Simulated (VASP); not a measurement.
# Ni (Pm-3m) in VASP: further runs

The runs below take Ni through single point, with RPBE.

Everything below comes from runs of VASP 6.6.1. Logs are shortened: lines on timing, memory, paths and dates and some standing lists are left out, and cuts for length are marked.

## 1. The crystal as given

It takes space group Pm-3m (No. 221, cubic). The conventional cell has a = 2.352 Å, b = 2.352 Å, c = 2.352 Å, α = 90.00°, β = 90.00°, γ = 90.00°. Around Ni (site symmetry m-3m) lie 6 Ni at 2.35 Å.

This isn't the form of Ni at room conditions, which is fcc.

## 2. Single point, RPBE

File INCAR:

```
SYSTEM = Ni
PREC = Accurate
ENCUT = 520
EDIFF = 1E-6
ISMEAR = -1
SIGMA = 0.1
LREAL = .False.
LASPH = .True.
NELM = 80
ALGO = Normal
ISIF = 2
LWAVE = .False.
LCHARG = .False.
GGA = RP
NBANDS = 11
```

File KPOINTS:

```
regular mesh
0
Gamma
  22 22 22
  0 0 0
```

File POSCAR:

```
Ni
1.0
    2.3518968950      0.0000000000      0.0000000000
    0.0000000000      2.3518968950      0.0000000000
    0.0000000000      0.0000000000      2.3518968950
Ni
1
Direct
    0.0000000000      0.0000000000      0.0000000000
```

Potentials or basis: VASP PAW PBE potentials, release 64 (Ni).

Run with:

```
$ cat potpaw_PBE.64/Ni/POTCAR > POTCAR
$ mpirun -np 1 vasp_std > vasp.out
```

OUTCAR:

```text
SYSTEM = Ni
   PREC = Accurate
   ENCUT = 520
   EDIFF = 1E-6
   ISMEAR = -1
   LREAL = .False.
   LASPH = .True.
   NELM = 80
   ISIF = 2
   GGA = RP

 ion  position               nearest neighbor table
   1  0.000  0.000  0.000-

  LATTYP: Found a simple cubic cell.
 ALAT       =     2.3518968950

  Lattice vectors:

 A1 = (   2.3518968950,   0.0000000000,   0.0000000000)
 A2 = (   0.0000000000,   2.3518968950,   0.0000000000)
 A3 = (   0.0000000000,   0.0000000000,   2.3518968950)

Analysis of symmetry for initial positions (statically):
=====================================================================
 Subroutine PRICEL returns:
 Original cell was already a primitive cell.

 Routine SETGRP: Setting up the symmetry group for a
 simple cubic supercell.

 Subroutine GETGRP returns: Found 48 space group operations
 (whereof 48 operations were pure point group operations)
 out of a pool of 48 trial point group operations.

The static configuration has the point symmetry O_h .

Analysis of symmetry for dynamics (positions and initial velocities):
=====================================================================
 Subroutine PRICEL returns:
 Original cell was already a primitive cell.

 Routine SETGRP: Setting up the symmetry group for a
 simple cubic supercell.

 Subroutine GETGRP returns: Found 48 space group operations
 (whereof 48 operations were pure point group operations)
 out of a pool of 48 trial point group operations.

The dynamic configuration has the point symmetry O_h .

 Subroutine INISYM returns: Found 48 space group operations
 (whereof 48 operations are pure point group operations),
 and found     1 'primitive' translations

----------------------------------------------------------------------------------------

                                     Primitive cell

  volume of cell :      13.0093

  direct lattice vectors                    reciprocal lattice vectors
     2.351896895  0.000000000  0.000000000     0.425188707  0.000000000  0.000000000
     0.000000000  2.351896895  0.000000000     0.000000000  0.425188707  0.000000000
     0.000000000  0.000000000  2.351896895     0.000000000  0.000000000  0.425188707

  length of vectors
     2.351896895  2.351896895  2.351896895     0.425188707  0.425188707  0.425188707

  position of ions in fractional coordinates (direct lattice)
     0.000000000  0.000000000  0.000000000

[... 81 lines left out ...]
   ISIF   =      2    stress and relaxation
   ISYM   =      2    0-nonsym 1-usesym 2-fastsym
   POTIM  = 0.5000    time-step for ionic-motion
   TEBEG  =    0.0;   TEEND  =   0.0 temperature during run
   PSTRESS=    0.0 pullay stress
   NELECT =      10.0000    total number of electrons
   NUPDOWN=      -1.0000    fix difference up-down
   EMIN   =  10.00;   EMAX   =-10.00  energy-range for DOS
   EFERMI =   0.00;   METHOD = LEGACY
   ISMEAR =    -1;   SIGMA  =   0.10  broadening in eV -4-tet -1-fermi 0-gaus
   EFERMI_NEDOS =   21; number of points for ismear=-14 and -15
   IALGO  =     38    algorithm
   IMIX   =      4    mixing-type and parameters
     AMIX     =   0.40;   BMIX     =  1.00
     AMIX_MAG =   1.60;   BMIX_MAG =  1.00
  volume/ion in A,a.u.               =      13.01        87.79
  Fermi-wavevector in a.u.,A,eV,Ry     =   1.499650  2.833927 30.598820  2.248950
  Thomas-Fermi vector in A             =   2.611252
   LORBIT       =      0    0 simple, 1 ext, 2 COOP (PROOUT), +10 PAW based schemes
   GGA     = RP    functional components
   LHFCALC =     F    Hartree Fock is set to
   AEXX    =    0.0000 exact exchange contribution
   IVDW    =     0    specifies the selected vdW correction
   LEPSILON=     F    determine dielectric tensor
   LRPA    =     F    only Hartree local field effects (RPA)
 non-spin polarized calculation
  energy-cutoff  :      520.00
  volume of cell :       13.01
 maximum number of plane-waves:       365
 NGX is ok and might be reduce to    18
   NGX =  9   NGY =  9   NGZ =  9

 number of electron      10.0000004 magnetization

 Free energy of the ion-electron system (eV)
  ---------------------------------------------------
  ext. energy  EPLUGINS =         0.00000000
  ---------------------------------------------------
  free energy    TOTEN  =        -4.30046735 eV

  energy without entropy =       -4.22028967  energy(sigma->0) =       -4.26037851

 E-fermi :   7.1518     XC(G=0): -12.0084

 val. band max:        7.1510428739   @ k =   0.0909   0.0455   0.0455
 cond. band min:       7.1582016873   @ k =   0.2727   0.0909   0.0000
 fundamental gap:      0.0071588135
 Fermi energy:         7.1518216899

 k-point     1 :       0.0000    0.0000    0.0000
  band No.  band energies     occupation
      1      -0.5424      2.00000
      2       4.0280      2.00000
      3       4.0280      2.00000
      4       7.1866      0.82794
      5       7.1866      0.82794
      6       7.1866      0.82793
      7      26.3240      0.00000
      8      26.3240      0.00000
      9      26.3240      0.00000
     10      30.0099      0.00000
     11      30.0099      0.00000
[... 309 lines left out ...]
 k-point    24 :       0.0909    0.0909    0.0000
  band No.  band energies     occupation
      1      -0.0683      2.00000
      2       4.1262      2.00000
      3       4.2001      2.00000
      4       7.0131      1.60036
      5       7.0947      1.27787
      6       7.1227      1.14458
      7      23.5844      0.00000
      8      24.2190      0.00000
      9      26.9641      0.00000
     10      30.8839      0.00000
     11      33.3461      0.00000

 [... further k-points ...]

------------------------ aborting loop because EDIFF is reached ----------------------------------------

  FORCE on cell =-STRESS in cart. coord.  units (eV):
  Direction    XX          YY          ZZ          XY          YZ          ZX
  --------------------------------------------------------------------------------------
  -------------------------------------------------------------------------------------
  Total        0.0024276      0.0024276      0.0024276     -0.0000000      0.0000000      0.0000000
  in kB        0.2989719      0.2989719      0.2989719     -0.0000000      0.0000000      0.0000000
  external PRESSURE =       0.2989719 kB  Pullay stress =       0.0000000 kB

 VOLUME and BASIS-vectors are now :
 -----------------------------------------------------------------------------
  energy-cutoff  :      520.00
  volume of cell :       13.01
      direct lattice vectors                 reciprocal lattice vectors
     2.351896895  0.000000000  0.000000000     0.425188707  0.000000000  0.000000000
     0.000000000  2.351896895  0.000000000     0.000000000  0.425188707  0.000000000
     0.000000000  0.000000000  2.351896895     0.000000000  0.000000000  0.425188707

 POSITION                                       TOTAL-FORCE (eV/Angst)
 -----------------------------------------------------------------------------------
      0.00000      0.00000      0.00000         0.000000      0.000000      0.000000
 -----------------------------------------------------------------------------------
    total drift:                                0.000000      0.000000      0.000000

  FREE ENERGIE OF THE ION-ELECTRON SYSTEM (eV)
  ---------------------------------------------------
  free  energy   TOTEN  =        -4.3004673463 eV

  energy  without entropy=       -4.2202896658  energy(sigma->0) =       -4.26037851
```

Run time: 13 s. Hardware: 1 thread of Intel Xeon 6975P-C (Granite Rapids), shared host; peak memory 0.15 GiB.

What came out:

- Free energy: -4.3005 eV
- Pressure: 0.0 GPa
- Band gap on the k mesh: none (metal or under the smearing width)

Caveat: the PAW data sets were made with another functional, which shifts forces and pressure a little; the run has no spin polarisation, though such a crystal can be magnetic. Spin polarisation is off, so any magnetic state and its effect on volume and gap are missing.

## 3. Single point, RPBE

This run uses another cell than the first one, of 12.49 Å³/atom, 0.960 times its volume.

File INCAR:

```
ALGO     = Fast           # electronic algorithm
EDIFF    = 1E-7           # SCF threshold, eV
ENCUT    = 520            # plane-wave cutoff, eV
GGA      = RP             # functional
ISIF     = 2              # what is computed and relaxed
ISMEAR   = -1             # smearing method
LASPH    = T              # aspherical terms in the spheres
LCHARG   = F              # write CHGCAR
LREAL    = F              # projectors in reciprocal space
LWAVE    = F              # write WAVECAR
NBANDS   = 11             # bands
NELM     = 80             # most SCF steps
PREC     = Accurate       # precision mode
SIGMA    = 0.1            # smearing width, eV
```

File KPOINTS:

```
k-points
0
Gamma
  22 22 22
```

File POSCAR:

```
Ni
1.0
    2.3201106080      0.0000000000      0.0000000000
    0.0000000000      2.3201106080      0.0000000000
    0.0000000000      0.0000000000      2.3201106080
Ni
1
Direct
    0.0000000000      0.0000000000      0.0000000000
```

Potentials or basis: VASP PAW PBE potentials, release 64 (Ni).

Run with:

```
$ cat potpaw_PBE.64/Ni/POTCAR > POTCAR
$ mpirun -np 1 vasp_std > vasp.out
```

Run time: 19 s. Hardware: 1 thread of Intel Xeon 6975P-C (Granite Rapids), shared host; peak memory 0.15 GiB.

It converged, with:

| Quantity | Value |
| --- | --- |
| Free energy | -4.2915 eV |
| Pressure | 5.8 GPa |
| Band gap on the k mesh | none (metal or under the smearing width) |

Levels at points of the mesh, in eV from the Fermi level:
| k point | band 2 | band 3 | band 4 | band 5 | band 6 | band 7 | band 8 | band 9 |
| --- | --- | --- | --- | --- | --- | --- | --- | --- |
| (0.00, 0.00, 0.00) | -3.31 | -3.31 | 0.04 | 0.04 | 0.04 | 19.65 | 19.65 | 19.65 |
| (0.50, 0.00, 0.00) | -2.87 | -1.02 | -1.02 | -1.01 | 0.14 | 3.91 | 24.56 | 26.83 |
| (0.50, 0.50, 0.00) | -2.53 | -0.80 | -0.80 | 0.76 | 5.31 | 5.31 | 11.41 | 11.58 |
| (0.50, 0.50, 0.50) | -2.96 | -2.96 | 0.82 | 0.82 | 12.00 | 12.00 | 12.00 | 13.83 |

Caveat: the PAW data sets were made with another functional, which shifts forces and pressure a little; the run has no spin polarisation, though such a crystal can be magnetic.

## 4. Single point, RPBE

This run uses another cell than the first one, of 14.05 Å³/atom, 1.080 times its volume.

File INCAR:

```
PREC = Accurate
ENCUT = 520
EDIFF = 1E-6
ISMEAR = -1
SIGMA = 0.1
LREAL = F
LASPH = T
NELM = 100
ALGO = Fast
ISIF = 2
LWAVE = F
LCHARG = F
GGA = RP
NBANDS = 11
```

File KPOINTS:

```
Automatic mesh
0
Gamma
  22 22 22
```

File POSCAR:

```
Ni
1.0
    2.4130122717      0.0000000000      0.0000000000
    0.0000000000      2.4130122717      0.0000000000
    0.0000000000      0.0000000000      2.4130122717
Ni
1
Direct
    0.0000000000      0.0000000000      0.0000000000
```

Run with:

```
$ cat potpaw_PBE.64/Ni/POTCAR > POTCAR
$ mpirun -np 1 vasp_std > vasp.out
```

Wall time 17 s (1 thread of Intel Xeon 6975P-C (Granite Rapids), shared host); peak memory 0.16 GiB.

It converged, with:

* Free energy: -4.2718 eV
* Pressure: -8.0 GPa
* Band gap on the k mesh: none (metal or under the smearing width)

Levels at points of the mesh, in eV from the Fermi level:
```csv
k point,band 2,band 3,band 4,band 5,band 6,band 7,band 8,band 9
"(0.00, 0.00, 0.00)",-2.81,-2.81,0.02,0.02,0.02,18.29,18.29,18.29
"(0.50, 0.00, 0.00)",-2.44,-0.86,-0.86,-0.67,0.10,3.36,23.43,24.93
"(0.50, 0.50, 0.00)",-2.18,-0.69,-0.69,0.62,5.03,5.03,10.15,10.74
"(0.50, 0.50, 0.50)",-2.48,-2.48,0.67,0.67,10.98,10.98,10.98,13.47
```

Caveat: the PAW data sets were made with another functional, which shifts forces and pressure a little; the run has no spin polarisation, though such a crystal can be magnetic. Spin polarisation is off, so any magnetic state and its effect on volume and gap are missing.

## 5. Summary

| cell | gap on the mesh (eV) | pressure (GPa) |
| --- | --- | --- |
| Pm-3m, 13.01 Å³/atom | none | 0.0 |
| Pm-3m, 12.49 Å³/atom | none | 5.8 |
| Pm-3m, 14.05 Å³/atom | none | -8.0 |

Alike in all rows: task single point; level RPBE; potentials or basis VASP PAW PBE potentials, release 64 (Ni); no spin polarisation; k mesh 22 × 22 × 22; cutoff (eV) 520; smearing fermi-dirac 0.1 eV.

Every run on the cell as given and a fine mesh finds a metal.

Caveats: the PAW data sets were made with another functional, which shifts forces and pressure a little; the run has no spin polarisation, though such a crystal can be magnetic.

Total energies depend on the potentials used, so only differences within one code and one set of settings carry meaning.
